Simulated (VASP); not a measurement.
PbSe (Clausthalite):

```xyz
2
Lattice="0.0000 3.0606 3.0606 3.0606 0.0000 3.0606 3.0606 3.0606 0.0000" Properties=species:S:1:pos:R:3 pbc="T T T"
Pb    0.0000    0.0000    0.0000
Se    3.0606    3.0606    3.0606
```

Base run:

```yaml
Program: VASP 6.6.1
Functional: AM05
Potentials_or_basis: VASP PAW PBE potentials, release 64 (Pb_d, Se)
Cutoff: 520 eV
k_mesh: 8 × 8 × 8
Occupations: fermi-dirac, width 0.05 eV
Spin: no spin polarisation
```

Its results: band gap on the k mesh 0.27 eV, direct; pressure 0.0 GPa.

Question: The run is repeated on the same cell with these changes: functional from AM05 to revTPSS. What comes out?

Answer: Band gap on the k mesh 0.31 eV, direct; pressure 1.1 GPa.

Caveats: the PAW data sets were made with another functional, which shifts forces and pressure a little; spin-orbit coupling is left out, which as a rule narrows the gap of such compounds by several tenths of an eV.

Not every run made on this cell is shown here.
